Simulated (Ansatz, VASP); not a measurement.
**One calculation of Pt, two programs**

```xyz
1
Lattice="0.0000 1.9662 1.9662 1.9662 0.0000 1.9662 1.9662 1.9662 0.0000" Properties=species:S:1:pos:R:3 pbc="T T T"
Pt    0.0000    0.0000    0.0000
```

Change from the starting cell: equal engineering shear yz, xz and xy +0.0000, equal normal strain along x, y and z +0.0100.

Alike in both runs: task single point; functional LDA; k mesh 20 × 20 × 20; occupations gaussian, width 0.15 eV; no spin polarisation.

```csv
,VASP,Ansatz
version,VASP 6.6.1,Ansatz 0.2.0
potentials or method,"VASP PAW LDA potentials, release 64 (Pt)","scalar-relativistic, plane waves, PAW"
plane-wave cutoff (eV),520,420
valence electrons in the cell,10,18
```

|  | VASP | Ansatz | Ansatz less VASP |
| --- | --- | --- | --- |
| gap on the k mesh at the Fermi level (eV) | none | none | - |
| pressure (GPa) | -7.6 | -8.4 | -0.71 |

A gap of «none» marks a metal or a gap that the smearing closes. The two sets of potentials don't hold the same shells in valence. Ansatz warned: «pseudo_functional_mismatch».

The runs have no spin-orbit coupling, so splittings on Pt are missing.
